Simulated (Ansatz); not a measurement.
Method: DFT PBE, scalar-relativistic, plane waves, PAW in Ansatz 0.2.0. Several structures of BeC were relaxed, and the powder pattern of one of them was computed from 10° to 70° in 2θ (λ = 1.5406 Å; lines under 1 % are left out).

Cu Kα1 powder pattern (kinematic, no thermal factors).
2θ (°) (relative intensity): 19.27 (100), 39.10 (4), 41.11 (16), 51.76 (1), 54.16 (3), 55.74 (22), 60.26 (7), 66.74 (19)

**Question.** Which structure gives it?
1.

```cif
data_structure
_symmetry_space_group_name_H-M 'P4/nmm:1'
_symmetry_Int_Tables_number 129
_cell_length_a 2.4957
_cell_length_b 2.4957
_cell_length_c 4.6035
_cell_angle_alpha 90.000
_cell_angle_beta 90.000
_cell_angle_gamma 90.000
_cell_volume 28.67
loop_
_atom_site_label
_atom_site_type_symbol
_atom_site_symmetry_multiplicity
_atom_site_Wyckoff_symbol
_atom_site_fract_x
_atom_site_fract_y
_atom_site_fract_z
_atom_site_occupancy
Be1 Be 2 c 0.00000 0.50000 0.30094 1
C1 C 2 a 0.00000 0.00000 0.00000 1
```

2.

```cif
data_structure
_symmetry_space_group_name_H-M 'P6_3/mmc'
_symmetry_Int_Tables_number 194
_cell_length_a 2.8990
_cell_length_b 2.8990
_cell_length_c 7.8306
_cell_angle_alpha 90.000
_cell_angle_beta 90.000
_cell_angle_gamma 120.000
_cell_volume 56.99
loop_
_atom_site_label
_atom_site_type_symbol
_atom_site_symmetry_multiplicity
_atom_site_Wyckoff_symbol
_atom_site_fract_x
_atom_site_fract_y
_atom_site_fract_z
_atom_site_occupancy
Be1 Be 2 c 0.66667 0.33333 0.75000 1
Be2 Be 2 a 0.00000 0.00000 0.00000 1
C1 C 4 f 0.33333 0.66667 0.84025 1
```

3.

```cif
data_structure
_symmetry_space_group_name_H-M 'R3m:H'
_symmetry_Int_Tables_number 160
_cell_length_a 2.4840
_cell_length_b 2.4840
_cell_length_c 16.9269
_cell_angle_alpha 90.000
_cell_angle_beta 90.000
_cell_angle_gamma 120.000
_cell_volume 90.45
loop_
_atom_site_label
_atom_site_type_symbol
_atom_site_symmetry_multiplicity
_atom_site_Wyckoff_symbol
_atom_site_fract_x
_atom_site_fract_y
_atom_site_fract_z
_atom_site_occupancy
Be1 Be 3 a 0.00000 0.00000 0.22478 1
Be2 Be 3 a 0.33333 0.66667 0.11976 1
C1 C 3 a 0.66667 0.33333 0.31553 1
C2 C 3 a 0.33333 0.66667 0.00687 1
```

**Answer.** 1. Its strongest line, at 2θ = 19.27°, has d = λ/(2 sin θ) = 4.604 Å and is the (0 0 1) reflection of the conventional P4/nmm cell with a = 2.496 Å, c = 4.603 Å. The others have their strongest lines at 42.8° (2); 15.7° (3).

The cells needn't be stable.
